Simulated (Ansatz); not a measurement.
## Abstraction of Cl: C4H9Cl + GeH(GeH3)Cl → C4H9 + GeH(GeH3)Cl2

Species: C4H9Cl (1-chlorobutane) `CCCCCl`, singlet; GeH(GeH3)Cl, doublet; C4H9 `[CH2]CCC`, doublet; GeH(GeH3)Cl2, singlet. A radical takes Cl: the energy is the difference in strength between the C–Cl bond broken and the Ge–Cl bond made.

Shapes, held fixed at every level: PBE0-D4/def2-TZVP. Flexible molecules stand in one conformer, not always the lowest. Programs: Ansatz 0.2.0. The zero-point and thermal change to 298 K, harmonic and unscaled (PBE0-D4/def2-TZVP), is -8.8 kJ/mol.

```csv
level,kind,ΔH(298 K) (kJ/mol),less CCSD/def2-SVP
MP2/def2-SVP,perturbation theory,-42.8,+4.2
MP2/def2-TZVPP,perturbation theory,-45.3,+1.7
HF/def2-SVP,Hartree–Fock,-80.8,-33.8
HF/def2-TZVPP,Hartree–Fock,-78.4,-31.4
SPW92/def2-TZVPP,LDA,-16.9,+30.1
B2PLYP/def2-TZVPP,double hybrid,-45.8,+1.2
CCSD(T)/def2-SVP,coupled cluster or CI,-43.1,+3.9
CCSD/def2-SVP,coupled cluster or CI,-47.0,0.0
```

The highest level, CCSD/def2-SVP, gives ΔH(298 K) = -47.0 kJ/mol; the levels span -80.8 to -16.9. The column of differences is taken from that level and isn't an error. No measured value is set beside it here. Open shells run unrestricted. Relativity is left out for Ge. Outer-core shells of Ge are correlated, in sets that cover them unevenly.
